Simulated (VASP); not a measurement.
# W (Im-3m) in VASP: further runs, part 3 of 3

VASP 6.6.1.

## 5. Relaxation of the atoms, LDA

INCAR

```
PREC = Accurate ; ENCUT = 600
EDIFF = 1E-7 ; ISMEAR = 1
SIGMA = 0.1 ; LREAL = False
LASPH = True ; NELM = 80
ALGO = Fast ; ISIF = 2
LWAVE = False ; LCHARG = False
GGA = CA ; IBRION = 2
NSW = 40 ; EDIFFG = -0.01
```

KPOINTS

```
regular mesh
0
Gamma
  16 16 16
```

POSCAR

```
W                                       
1.0
   -1.5704380492      1.5704380492      1.5704380492
    1.5704380492     -1.5704380492      1.5704380492
    1.5704380492      1.5704380492     -1.5704380492
  W             
     1
Direct
     0.0000000000000000    0.0000000000000000    0.0000000000000000
```

Potentials or basis: VASP PAW LDA potentials, release 64 (W_sv).

Started as:

```bash
$ cat potpaw_LDA.64/W_sv/POTCAR > POTCAR
$ mpirun -np 1 vasp_std > vasp.out
```

OUTCAR:

```text
PREC = Accurate
   ENCUT = 600
   EDIFF = 1E-7
   ISMEAR = 1
   LREAL = False
   LASPH = True
   NELM = 80
   ISIF = 2
   GGA = CA
   IBRION = 2
   NSW = 40
   EDIFFG = -0.01

 ion  position               nearest neighbor table
   1  0.000  0.000  0.000-

  LATTYP: Found a body centered cubic cell.
 ALAT       =     3.1408760984

  Lattice vectors:

 A1 = (  -1.5704380492,   1.5704380492,   1.5704380492)
 A2 = (   1.5704380492,  -1.5704380492,   1.5704380492)
 A3 = (   1.5704380492,   1.5704380492,  -1.5704380492)

Analysis of symmetry for initial positions (statically):
=====================================================================
 Subroutine PRICEL returns:
 Original cell was already a primitive cell.

 Routine SETGRP: Setting up the symmetry group for a
 body centered cubic supercell.

 Subroutine GETGRP returns: Found 48 space group operations
 (whereof 48 operations were pure point group operations)
 out of a pool of 48 trial point group operations.

The static configuration has the point symmetry O_h .
[... 162 lines left out ...]

 E-fermi :  11.6848     XC(G=0): -13.9583

 val. band max:       11.6779449623   @ k =  -0.2500   0.2500   0.1250
 cond. band min:      11.6848690866   @ k =  -0.3125   0.3125   0.1875
 fundamental gap:      0.0069241244
 Fermi energy:        11.6847873858

 k-point     1 :       0.0000    0.0000    0.0000
  band No.  band energies     occupation
      1     -62.0627      2.00000
      2     -25.8343      2.00000
      3     -25.8343      2.00000
      4     -25.8343      2.00000
      5       1.9858      2.00000
      6      10.3556      2.00000
      7      10.3556      2.00000
      8      10.3556      2.00000
      9      13.8976      0.00000
     10      13.8976      0.00000
     11      26.2814      0.00000
[... 309 lines left out ...]
 k-point    24 :       0.2500    0.1875    0.0000
  band No.  band energies     occupation
      1     -61.9272      2.00000
      2     -26.9465      2.00000
      3     -26.2973      2.00000
      4     -25.9571      2.00000
      5       6.2737      2.00000
      6       8.4328      2.00000
      7       9.3302      2.00000
      8      13.2117     -0.00000
      9      14.7932      0.00000
     10      17.1439      0.00000
     11      24.4416      0.00000

 [... further k-points ...]
[... 5 lines left out ...]
  --------------------------------------------------------------------------------------
  -------------------------------------------------------------------------------------
  Total       -0.0013880     -0.0013880     -0.0013880      0.0000000     -0.0000000      0.0000000
  in kB       -0.1435443     -0.1435443     -0.1435443      0.0000000     -0.0000000      0.0000000
  external PRESSURE =      -0.1435443 kB  Pullay stress =       0.0000000 kB

 VOLUME and BASIS-vectors are now :
 -----------------------------------------------------------------------------
  energy-cutoff  :      600.00
  volume of cell :       15.49
      direct lattice vectors                 reciprocal lattice vectors
    -1.570438049  1.570438049  1.570438049     0.000000000  0.318382505  0.318382505
     1.570438049 -1.570438049  1.570438049     0.318382505  0.000000000  0.318382505
     1.570438049  1.570438049 -1.570438049     0.318382505  0.318382505  0.000000000

 POSITION                                       TOTAL-FORCE (eV/Angst)
 -----------------------------------------------------------------------------------
      0.00000      0.00000      0.00000         0.000000     -0.000000     -0.000000
 -----------------------------------------------------------------------------------
    total drift:                               -0.000000      0.000000      0.000000

  FREE ENERGIE OF THE ION-ELECTRON SYSTEM (eV)
  ---------------------------------------------------
  free  energy   TOTEN  =       -14.1094627233 eV

  energy  without entropy=      -14.1087447414  energy(sigma->0) =      -14.10922340

 reached required accuracy - stopping structural energy minimisation
```

CONTCAR:

```text
W
   1.00000000000000
    -1.5704380492000001    1.5704380492000001    1.5704380492000001
     1.5704380492000001   -1.5704380492000001    1.5704380492000001
     1.5704380492000001    1.5704380492000001   -1.5704380492000001
  W
     1
Direct
     0.0000000000000000    0.0000000000000000    0.0000000000000000

  0.00000000E+00  0.00000000E+00  0.00000000E+00
```

Run time: 20 s. Hardware: 1 thread of AMD EPYC 9R14 (Zen 4), shared host; peak memory 0.12 GiB.

Results:

```yaml
Free_energy: -14.1095 eV
Pressure_after_relaxing: 0.0 GPa
Band_gap_on_the_k_mesh: none (metal or under the smearing width)
```

Final structure:
```
W
1.0
    -1.57044    1.57044    1.57044
     1.57044   -1.57044    1.57044
     1.57044    1.57044   -1.57044
W
1
Direct
  0.00000 0.00000 0.00000
```

Caveat: the relaxation stopped at its first step, so nothing moved. The run has no spin-orbit coupling, so splittings on W are missing.

## 6. Relaxation of the atoms, LDA (a relaxed cell with its volume scaled by 1.02)

INCAR is that of step 5.

KPOINTS is that of step 5.

POSCAR

```
W                                       
1.0
   -1.5808386043      1.5808386043      1.5808386043
    1.5808386043     -1.5808386043      1.5808386043
    1.5808386043      1.5808386043     -1.5808386043
  W             
     1
Direct
     0.0000000000000000    0.0000000000000000    0.0000000000000000
```

Potentials or basis: VASP PAW LDA potentials, release 64 (W_sv).

Started as:

```bash
$ cat potpaw_LDA.64/W_sv/POTCAR > POTCAR
$ mpirun -np 1 vasp_std > vasp.out
```

Wall time 20 s (1 thread of AMD EPYC 9R14 (Zen 4), shared host); peak memory 0.12 GiB.

Results (log left out):

```
Free energy             : -14.1031 eV
Pressure after relaxing : -6.5 GPa
Band gap on the k mesh  : none (metal or under the smearing width)
```

Final structure:
```cif
data_structure
_symmetry_space_group_name_H-M 'P 1'
_symmetry_Int_Tables_number 1
_cell_length_a 2.7381
_cell_length_b 2.7381
_cell_length_c 2.7381
_cell_angle_alpha 109.471
_cell_angle_beta 109.471
_cell_angle_gamma 109.471
_cell_volume 15.80
loop_
_atom_site_label
_atom_site_type_symbol
_atom_site_fract_x
_atom_site_fract_y
_atom_site_fract_z
_atom_site_occupancy
W1 W 0.00000 0.00000 0.00000 1
```

Levels at points of the mesh, in eV from the Fermi level:
```
           k point  band 5  band 6  band 7  band 8  band 9  band 10
(0.00, 0.00, 0.00)   -9.59   -1.30   -1.30   -1.30    2.16     2.16
(0.50, 0.00, 0.00)   -6.31   -3.63    0.81    2.07    3.03     6.13
(0.50, 0.50, 0.50)   -5.90   -5.90    5.14    5.14    5.14     8.35
```

Caveat: the relaxation stopped at its first step, so nothing moved. The run has no spin-orbit coupling, so splittings on W are missing.

## 7. The runs side by side

| cell | gap on the mesh (eV) | pressure (GPa) |
| --- | --- | --- |
| atoms relaxed from: a relaxed cell with its volume scaled by 0.94 | none | 24.1 |
| atoms relaxed from: a relaxed cell with its volume scaled by 0.96 | none | 15.1 |
| atoms relaxed from: a relaxed cell with its volume scaled by 0.98 | none | 7.2 |
| atoms relaxed | none | 0.0 |
| atoms relaxed from: a relaxed cell with its volume scaled by 1.02 | none | -6.5 |

Alike in all rows: task relaxation of the atoms; level LDA; potentials or basis VASP PAW LDA potentials, release 64 (W_sv); no spin polarisation; k mesh 16 × 16 × 16; cutoff (eV) 600; smearing methfessel-paxton 0.1 eV.

Caveats: the relaxation stopped at its first step, so nothing moved.

Total energies depend on the potentials used, so only differences within one code and one set of settings carry meaning.
